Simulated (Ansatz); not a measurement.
This is a single-point calculation with the plane-wave code Ansatz on wurtzite BN; the level of theory is HSE06. The cell was relaxed with r2SCAN and then strained (uniaxial -4.0 % along z, other directions held), with the atoms relaxed again with r2SCAN; k points keep the names of the unstrained zone.

Input (YAML):
```yaml
crystal:
  lattice:
    - [2.5439499996, 0.0, 0.0]
    - [-1.2719749998, 2.2031253256, 0.0]
    - [0.0, 0.0, 4.0395027278]
  atoms:
    - { symbol: B, position: [0.3333333333, 0.6666666667, -0.0003699905] }
    - { symbol: B, position: [0.6666666667, 0.3333333333, 0.4996300095] }
    - { symbol: "N", position: [0.3333333333, 0.6666666667, 0.3753699905] }
    - { symbol: "N", position: [0.6666666667, 0.3333333333, 0.8753699905] }
kpoints:
  mp_grid: { grid: [9, 9, 4] }
  band_path:
    path:
      - [0.0, 0.0, 0.0]
      - [0.5, 0.0, 0.0]
      - [0.3333333333, 0.3333333333, 0.0]
      - [0.0, 0.0, 0.5]
      - [0.5, 0.0, 0.5]
      - [0.3333333333, 0.3333333333, 0.5]
      - [0.1, 0.0, 0.0]
    npoints: 1
hamiltonian:
  xc: hse06
scf:
  occupations: { method: fixed }
  n_extra_bands: 5
output:
  forces: true
  stress: true
  eigenvalues: true
```

Wall time 13 s on 1 × NVIDIA H100 80GB HBM3 with 2 threads of AMD EPYC 7R13 Processor (Zen 3), on a shared host, load about 2.0 per core; peak host memory 1.9 GiB.

Task: What does the program print?

Result: The log, with set-up remarks and timings taken out:
```
Pseudopotential: B, paw, valence charge 3, recommended cutoff 420 eV (normal)
Pseudopotential: N, paw, valence charge 5, recommended cutoff 420 eV (normal)
Functional definition: HSE06
Crystal: 4 atoms, lattice volume = 22.640 Å³
Basis set: ecut = 420 eV, 439 PW (Γ)
Bands: 13, of which v1, the nominal top of the filled ones, is band 8 counted from 1 (7 counted from 0)
Symmetry: 12 space group operations
Space group: P63mc (ITA 186)
k-points: 36 of 324 (time reversal used)
[warm-up without exact exchange]
SCF iter   1: HF=-1084.316187 eV  Δρ=3.55e-3  dr2=1.42e-3
SCF iter   2: HF=-1084.316375 eV  Δρ=1.36e-3  dr2=2.01e-4
SCF 1 stopped early in 2 iterations: F = -1084.316547 eV  dr2 = 2.01e-4
[exact exchange on]
Exchange kernel: α = 0.2500, screened, ω = 0.2079 Å⁻¹, Wigner–Seitz truncation, v(0) = 1042.8496 eV·Å³, q-mesh 9×9×4
SCF iter   1: HF=-1084.724804 eV  Δρ=9.35e-3  dr2=9.67e-3
preconditioner: auto → none  [insulator: Δε(μ)=6.657 eV  ℏωp=31.2 eV]
SCF iter   2: HF=-1084.721170 eV  Δρ=4.30e-3  dr2=1.62e-3
SCF iter   3: HF=-1084.724521 eV  Δρ=1.44e-3  dr2=3.63e-4
SCF iter   4: HF=-1084.724404 eV  Δρ=3.17e-4  dr2=1.90e-5
SCF iter   5: HF=-1084.724425 eV  Δρ=1.12e-4  dr2=1.95e-6
SCF iter   6: HF=-1084.724425 eV  Δρ=3.75e-5  dr2=3.77e-7
SCF 2 stopped early in 6 iterations: F = -1084.724425 eV  dr2 = 3.77e-7
hybrid outer 1: dexx = +4.234e-3 eV, tail = 1.09e-5 eV
SCF iter   1: HF=-1084.724480 eV  Δρ=5.79e-5  dr2=6.72e-7
SCF iter   2: HF=-1084.724480 eV  Δρ=9.63e-6  dr2=2.39e-8
SCF iter   3: HF=-1084.724480 eV  Δρ=6.15e-6  dr2=7.29e-9
SCF iter   4: HF=-1084.724480 eV  Δρ=6.74e-7  dr2=2.03e-10
SCF 3 converged in 4 iterations: F = -1084.724480 eV  dr2 = 2.03e-10
hybrid outer 2: dexx = +1.703e-7 eV, tail = 3.66e-9 eV, Δε = 1.90e-3 eV, ΔF = 3.31e-4 eV/Å
Free energy (F): -1084.724480 eV
Fermi energy:    11.145851 eV
--- Forces (eV/Å), atoms counted from 1 ---
  atom   1  B       0.00000      0.00000    -0.05079
  atom   2  B       0.00000      0.00000    -0.05079
  atom   3  N       0.00000      0.00000      0.05079
  atom   4  N       0.00000      0.00000      0.05079
--- Stress (GPa, compression-positive) ---
       -1.514192       0.000000       0.000000
        0.000000      -1.514192       0.000000
        0.000000       0.000000      43.874214
  P = ⅓ Tr σ = 13.6153 GPa (136.153 kbar)
```
Iteration counts and the last digits belong to this one run.

The file bands.tsv (bands near the Fermi energy, numbered from 0, rounded):
```tsv
# k_distance	band_3	band_4	band_5	band_6	band_7	band_8	band_9	band_10	band_11
# fermi_ev = 11.145851
# [0, 0, 0] at k_distance = 0.000000
# [0.5, 0, 0] at k_distance = 1.425971
# [0.3333333333, 0.3333333333, 0] at k_distance = 2.249256
# [0, 0, 0.5] at k_distance = 4.070254
# [0.5, 0, 0.5] at k_distance = 5.496225
# [0.3333333333, 0.3333333333, 0.5] at k_distance = 6.319510
# [0.1, 0, 0] at k_distance = 7.926997
# levels_relative_to = fermi_ev
0.000	-2.732	-2.732	-0.140	0.000	0.000	9.899	9.899	10.912	11.831
1.426	-8.387	-7.824	-5.879	-4.995	-2.208	7.898	9.981	12.466	13.522
2.249	-7.882	-7.882	-6.188	-6.188	-5.729	6.687	15.887	16.383	16.383
4.070	-5.965	-1.525	-1.525	-1.525	-1.525	11.043	11.043	11.713	11.713
5.496	-11.261	-4.348	-4.348	-3.759	-3.759	8.317	8.317	12.298	12.298
6.320	-10.054	-8.597	-8.597	-3.127	-3.127	11.905	11.905	12.545	12.545
7.927	-3.779	-3.164	-0.876	-0.401	-0.224	9.646	10.375	11.686	12.139
```
In order the rows are Γ, M, K, A, L, H, Γ–M (0.20).

HSE06 gives an indirect gap of 6.69 eV, from Γ to K; the least direct gap is 9.86 eV at Γ–M (0.22 of the way from Γ). Edges are sought over the mesh and the listed points. With the atoms held, the mean pressure is +13.6 GPa (compression positive). (The program warns that its thresholds are loose for a hybrid's stress.) The largest force is 0.05 eV/Å.

Calculated for a static, non-magnetic cell.

The meshes of the hybrids are coarse, so their gaps aren't converged to the digits shown.
